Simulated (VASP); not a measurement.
VASP 6.6.1 run: MgO

INCAR

```
LCHARG = .FALSE.
NELECT = 16.1
SIGMA = 0.02
NELM = 120
LASPH = .TRUE.
NSW = 0
IBRION = -1
PREC = Accurate
ENCUT = 520
NBANDS = 16
ISMEAR = -1
LREAL = .FALSE.
EDIFF = 1E-7
LWAVE = .FALSE.
ISIF = 2
GGA = PE
```

KPOINTS

```
KPOINTS created by Atomic Simulation Environment
0
Gamma
18 18 9
0 0 0
```

POSCAR

```
Mg O
 1.0000000000000000
     3.2882172281021651   -0.0000000000288675    0.0000000000000000
    -1.6441086140260825    2.8476796527125590    0.0000000000000000
     0.0000000000000000    0.0000000000000000    4.9840226120000004
 Mg  O
   2   2
Cartesian
  0.0000000000166671  1.8984531017987498 -0.0568992741510676
  1.6441086140594163  0.9492265508849412  2.4351120318489330
  0.0000000000166671  1.8984531017987498  1.9259077536510683
  1.6441086140594163  0.9492265508849412  4.4179190596510685
```

The recommended PBE PAW datasets give the neutral cell 16 valence electrons.

Command

```
mpirun -np 1 vasp_std
```

OSZICAR

```
N       E                     dE             d eps       ncg     rms          rms(c)
DAV:   1     0.610448151460E+02    0.61045E+02   -0.75555E+03  5936   0.886E+02
DAV:   2    -0.233873712186E+02   -0.84432E+02   -0.77907E+02  8184   0.197E+02
DAV:   3    -0.273397327812E+02   -0.39524E+01   -0.39426E+01  6696   0.440E+01
DAV:   4    -0.273558092337E+02   -0.16076E-01   -0.16076E-01  7280   0.331E+00
DAV:   5    -0.273558888412E+02   -0.79608E-04   -0.79607E-04  6848   0.222E-01    0.118E+01
DAV:   6    -0.230171549801E+02    0.43387E+01   -0.12435E+01  5920   0.266E+01    0.380E+00
DAV:   7    -0.229677065230E+02    0.49448E-01   -0.18329E-01  5984   0.335E+00    0.218E+00
DAV:   8    -0.229555441866E+02    0.12162E-01   -0.93176E-02  6360   0.335E+00    0.518E-01
DAV:   9    -0.229529551957E+02    0.25890E-02   -0.33472E-03  7480   0.533E-01    0.180E-01
DAV:  10    -0.229534478994E+02   -0.49270E-03   -0.13657E-03  6008   0.247E-01    0.264E-02
DAV:  11    -0.229534643632E+02   -0.16464E-04   -0.10765E-05  7400   0.240E-02    0.181E-02
DAV:  12    -0.229534641577E+02    0.20549E-06   -0.60575E-06  5976   0.220E-02    0.306E-03
DAV:  13    -0.229534641249E+02    0.32874E-07   -0.49358E-07  6368   0.568E-03
   1 F= -.22953464E+02 E0= -.22953414E+02  d E =-.100163E-03
```

From OUTCAR

```
k-points           NKPTS =    185   k-points in BZ     NKDIM =    185   number of bands    NBANDS=     16

   NELECT =      16.1000    total number of electrons

   dimension x,y,z NGX =    24 NGY =   24 NGZ =   40
   dimension x,y,z NGXF=    48 NGYF=   48 NGZF=   80

  energy-cutoff  :      520.00
  volume of cell :       46.67
      direct lattice vectors                 reciprocal lattice vectors
     3.288217228 -0.000000000  0.000000000     0.304116161  0.175581547  0.000000000
    -1.644108614  2.847679653  0.000000000     0.000000000  0.351163095  0.000000000
     0.000000000  0.000000000  4.984022612     0.000000000  0.000000000  0.200641144

 k-points in reciprocal lattice and weights: KPOINTS created by Atomic Simulation Env
   0.00000000  0.00000000  0.00000000       0.000
   0.05555556  0.00000000  0.00000000       0.002
   0.11111111  0.00000000  0.00000000       0.002
   0.16666667  0.00000000  0.00000000       0.002
   0.22222222  0.00000000  0.00000000       0.002
   0.27777778  0.00000000  0.00000000       0.002
   0.33333333  0.00000000  0.00000000       0.002
   0.38888889  0.00000000  0.00000000       0.002
   ...

 E-fermi :   5.9501

 k-point     1 :       0.0000    0.0000    0.0000
  band No.  band energies     occupation
      1     -15.1183      2.00000
      2     -14.2941      2.00000
      3      -2.1531      2.00000
      4       0.4214      2.00000
      5       0.4214      2.00000
      6       0.7542      2.00000
      7       0.7542      2.00000
      8       1.1727      2.00000
      9       4.6513      2.00000
     10       9.7292      0.00000
     11      11.5221      0.00000
     12      15.3621      0.00000
     13      15.3621      0.00000
     14      17.2721      0.00000
     15      17.7720      0.00000
     16      17.7720      0.00000

 k-point     2 :       0.0556    0.0000    0.0000
  band No.  band energies     occupation
      1     -15.1022      2.00000
      2     -14.2883      2.00000
      3      -2.1222      2.00000
      4       0.3465      2.00000
      5       0.3988      2.00000
      6       0.6397      2.00000
      7       0.7573      2.00000
      8       1.1624      2.00000
      9       4.8114      2.00000
     10       9.8211      0.00000
     11      11.4922      0.00000
     12      14.8571      0.00000
     13      15.4170      0.00000
     14      17.5011      0.00000
     15      17.7811      0.00000
     16      17.8449      0.00000

 k-point     3 :       0.1111    0.0000    0.0000
  band No.  band energies     occupation
      1     -15.0550      2.00000
      2     -14.2724      2.00000
      3      -2.0311      2.00000
      4       0.1102      2.00000
      5       0.3385      2.00000
      6       0.3791      2.00000
      7       0.7613      2.00000
      8       1.1300      2.00000
      9       5.2323      2.00000
     10      10.0687      0.00000
     11      11.4110      0.00000
     12      13.9813      0.00000
     13      15.5716      0.00000
     14      16.8150      0.00000
     15      17.4525      0.00000
     16      17.6843      0.00000

 ...

  Total        2.4796008      2.4796008      2.5080902     -0.0000000      0.0000000      0.0000000
  in kB       85.1257046     85.1257046     86.1037572     -0.0000000      0.0000000      0.0000000
  external PRESSURE =      85.4517221 kB  Pullay stress =       0.0000000 kB

 POSITION                                       TOTAL-FORCE (eV/Angst)
 -----------------------------------------------------------------------------------
      0.00000      1.89845      4.92712         0.000000     -0.000000     -0.017554
      1.64411      0.94923      2.43511        -0.000000      0.000000     -0.017554
      0.00000      1.89845      1.92591        -0.000000      0.000000      0.017554
      1.64411      0.94923      4.41792        -0.000000      0.000000      0.017554
 -----------------------------------------------------------------------------------
    total drift:                               -0.000000     -0.000000      0.000522

  FREE ENERGIE OF THE ION-ELECTRON SYSTEM (eV)
  ---------------------------------------------------
  free  energy   TOTEN  =       -22.9534641249 eV

  energy  without entropy=      -22.9533639616  energy(sigma->0) =      -22.95341404
```

It converged. Results: pressure 8.5 GPa; largest force 0.02 eV/Å.

The cell is charged and sits in a uniform background.

For comparison, a separate PBE run of the intended cell, on usual settings and not on those above, gives a gap of 3.56 eV on its mesh and a pressure of 4.7 GPa.

The run above took about 77 s on one core of a shared host (Intel Xeon Platinum 8488C) and held 0.26 GiB at most.
